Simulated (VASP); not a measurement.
A run of VASP 6.6.1:

Contents of INCAR:

```
SYSTEM = HfS2
PREC = Accurate ; ENCUT = 600
EDIFF = 1E-6 ; ISMEAR = 0
SIGMA = 0.03 ; LREAL = .FALSE.
LASPH = .TRUE. ; NELM = 80
ALGO = Normal ; ISIF = 3
LWAVE = .FALSE. ; LCHARG = .FALSE.
GGA = CA ; IBRION = 2
NSW = 90 ; EDIFFG = -0.01
```

File KPOINTS:

```
regular mesh
0
G
  9 9 5
  0 0 0
```

The input POSCAR:

```
HfS2
1.0
    3.6396641800      0.0000000000      0.0000000000
   -1.8198320900      3.1520416411      0.0000000000
    0.0000000000      0.0000000000      6.0555624700
Hf S
1 2
Direct
    0.0000000000      0.0000000000      0.0000000000
    0.6666666700      0.3333333300      0.7639520500
    0.3333333300      0.6666666700      0.2360479500
```

Potentials or basis: VASP PAW LDA potentials, release 64 (Hf_pv, S).

The run is started by

```sh
$ cat potpaw_LDA.64/Hf_pv/POTCAR potpaw_LDA.64/S/POTCAR > POTCAR
$ mpirun -np 1 vasp_std > vasp.out
```

Hardware: 1 thread of Intel(R) Xeon(R) Platinum 8488C (Sapphire Rapids), on a shared host.

Estimate the wall time of this run.

It took 3.9 min on 1 thread of Intel(R) Xeon(R) Platinum 8488C (Sapphire Rapids), on a shared host, peak memory 0.22 GiB. Counts: scf iterations 101, k points 50, ion steps 13.
